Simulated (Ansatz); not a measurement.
# InSb: moving In off its site

InSb, Pm-3m, a = 3.808 Å (as given, not relaxed at this level: -3.0 GPa). This isn't the usual stable structure of the compound. Ansatz: PBEsol, PAW, 420 eV, Γ-centred 12×12×12 mesh on 2 atoms, Gaussian smearing 0.15 eV; no spin polarisation.

```
CELL_PARAMETERS angstrom
3.80765 0.00000 0.00000
0.00000 3.80765 0.00000
0.00000 0.00000 3.80765
ATOMIC_POSITIONS crystal
In 0.00000 0.00000 0.00000
Sb 0.50000 0.50000 0.50000
```

Atom 1 (In) moves by x along the unit vector (0.000, 1.000, 0.000), with its periodic images; all else is held. y is the free energy of the cell over the start, F the force along the path summed over the moved atoms. Symmetry makes y even in x.

| x (Å) | y (meV) | F (eV/Å) |
| --- | --- | --- |
| -0.3000 | 47.20 | 0.32 |
| -0.1500 | 11.44 | 0.15 |
| 0.0000 | 0.00 | 0.00 |
| 0.0750 | ? | ? |
| 0.1875 | 18.02 | -0.20 |
| 0.2250 | 26.16 | -0.24 |
| 0.2625 | 35.88 | -0.28 |

Fit y = c2 x² + c4 x⁴ to the energies of the other rows, give the force constant, and predict energy and force of the missing row.

Least squares on the rows shown. y = 505.53 x² + 212.93 x⁴. The force constant is 2 c2 = 1.01 eV/Å², for the cell as given, at -3.0 GPa (for all images moving together, not for a lone atom). With two atoms in a cubic cell this is the optical mode at Γ (in a metal it hangs on mesh and smearing): ω = 521.5 √(2 c2/μ) = 68 cm⁻¹ for μ = 59.09 u. The force −dy/dx at the missing row is -0.08 eV/Å (computed -0.08). At x = 0.0750 the fit asked for gives 2.85 meV. The run gave 2.82 meV, so the fit is 0.03 meV too high, within twice the rms miss on the fitted rows (0.03 meV).